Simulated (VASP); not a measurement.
Wanted: the native input for a VASP 6.6.1 run.

| Item | Value |
| --- | --- |
| Task | single point |
| Functional | PBEsol |
| Potentials or basis | VASP PAW PBE potentials, release 64 (Ga_d, Sb) |
| Cutoff | 520 eV |
| k mesh | 16 × 16 × 16 |
| Occupations | gaussian, width 0.1 eV |
| Spin | no spin polarisation |
| Dipole correction | no |
| Further INCAR settings | ALGO = Fast; EDIFF = 1e-07; NBANDS = 16 |

The structure of GaSb lies in POSCAR:

```
GaSb
1.0
   -2.6601201217      2.6601201217      1.5367979398
    2.6601201217     -2.6601201217      1.5367979398
    2.6601201217      2.6601201217     -1.5367979398
Ga Sb
1 1
Direct
    0.2500000000      0.7500000000      0.5000000000
    0.0000000000      0.0000000000      0.0000000000
```

Measurements of this composition are mostly on another form, of space group No. 216.

The cell isn't the ideal one: functional PBEsol, strained and moved within the space group.

The input as run:

INCAR

```
SYSTEM = GaSb
ALGO = Fast
EDIFF = 1E-7
ENCUT = 520
GGA = PS
ISIF = 2
ISMEAR = 0
LASPH = .TRUE.
LCHARG = .FALSE.
LREAL = .FALSE.
LWAVE = .FALSE.
NBANDS = 16
NELM = 100
PREC = Accurate
SIGMA = 0.1
```

KPOINTS

```
k-points
0
G
  16 16 16
  0 0 0
```

Potentials or basis: VASP PAW PBE potentials, release 64 (Ga_d, Sb).

The run is started by

```console
$ cat potpaw_PBE.64/Ga_d/POTCAR potpaw_PBE.64/Sb/POTCAR > POTCAR
$ mpirun -np 1 vasp_std > vasp.out
```

Results of the run:

The pressure is 3.6 GPa and the band gap on the k mesh is none (metal or under the smearing width).

Caveat: the PAW data sets were made with another functional, which shifts forces and pressure a little.

Run time: 2.2 min on 1 thread of Intel(R) Xeon(R) 6975P-C (Granite Rapids) (shared host), peak memory 0.36 GiB.
